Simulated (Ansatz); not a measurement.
The system is GaCo.

```
Ga Co
1.0
     2.87800    0.00000    0.00000
     0.00000    2.87800    0.00000
     0.00000    0.00000    2.87800
Ga Co
1 1
Direct
  0.50000 0.50000 0.50000
  0.00000 0.00000 0.00000
```

| Property | Result |
| --- | --- |
| Program | Ansatz 0.2.0 |
| Task | relaxation of cell and atoms |
| Functional | revPBE |
| Potentials or basis | all-electron LAPW, scalar-relativistic |
| Basis error allowed | 0.001 eV/atom |
| k mesh | 9 × 9 × 9 |
| Occupations | methfessel-paxton, width 0.2 eV |
| Spin | collinear spin, random start |
| Starting moments | [0.0, 0.43] μB |
| Hubbard terms | Co d U = 3.5 eV |

At the start: volume 11.92 Å³/atom.

**Question.** Where does the relaxation end?

**Answer.** Over 9 steps the energy falls by 49.0 meV/atom and the volume is 14.00 Å³/atom (+17.4 %); space group Pm-3m (No. 221, to 0.05 Å); moment 1.49 μB per cell.

Step by step:
| step | energy change (eV) | largest force (eV/Å) | volume (Å³) |
| --- | --- | --- | --- |
| 1 | 0.0000 | 0.0000 | 23.84 |
| 2 | -0.0210 | 0.0000 | 24.47 |
| 3 | -0.0330 | 0.0000 | 25.14 |
| 4 | -0.0919 | 0.0000 | 28.93 |
| 5 | -0.0966 | 0.0000 | 28.36 |
| 6 | -0.0979 | 0.0000 | 28.04 |
| 7 | -0.0979 | 0.0000 | 27.99 |
| 8 | -0.0980 | 0.0000 | 27.99 |
| 9 | -0.0980 | 0.0000 | 27.99 |

Final structure:
```cif
data_structure
_symmetry_space_group_name_H-M 'P 1'
_symmetry_Int_Tables_number 1
_cell_length_a 3.0363
_cell_length_b 3.0363
_cell_length_c 3.0363
_cell_angle_alpha 90.000
_cell_angle_beta 90.000
_cell_angle_gamma 90.000
_cell_volume 27.99
loop_
_atom_site_label
_atom_site_type_symbol
_atom_site_fract_x
_atom_site_fract_y
_atom_site_fract_z
_atom_site_occupancy
Ga1 Ga 0.50000 0.50000 0.50000 1
Co1 Co 0.00000 0.00000 0.00000 1
```

Caveat: the magnetic state may not be the lowest; the volume moved by over 15 % at a fixed basis, so the end points are rough; U is the effective U less J, on atomic orbitals that reach past the spheres; the volume moved by +17 % from the deposited cell, more than functionals usually miss; the U is typed as a test and isn't derived for this compound.
